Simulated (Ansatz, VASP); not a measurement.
## Two plane-wave programs on Ge

```
CELL_PARAMETERS angstrom
0.00000 2.88053 2.88053
2.88053 0.00000 2.88053
2.88053 2.88053 0.00000
ATOMIC_POSITIONS crystal
Ge 0.50000 0.50000 0.50000
Ge 0.75000 0.75000 0.75000
```

Alike in both runs: task single point; functional PBE; k mesh 14 × 14 × 14; occupations gaussian, width 0.15 eV; no spin polarisation.

|  | VASP | Ansatz |
| --- | --- | --- |
| version | VASP 6.6.1 | Ansatz 0.2.0 |
| potentials or method | VASP PAW PBE potentials, release 64 (Ge_d) | scalar-relativistic, plane waves, PAW |
| plane-wave cutoff (eV) | 520 | 420 |
| valence electrons in the cell | 28 | 28 |

```tsv
	VASP	Ansatz	Ansatz less VASP
gap on the k mesh at the Fermi level (eV)	none	none	-
pressure (GPa)	-0.1	0.0	+0.11
```

A gap of «none» marks a metal or a gap that the smearing closes. The functional is the same, so the differences come from potentials, cutoffs and numerics.

Caveats: this crystal is a semiconductor, whose small gap the functional closes, so the metal is an error of the method.
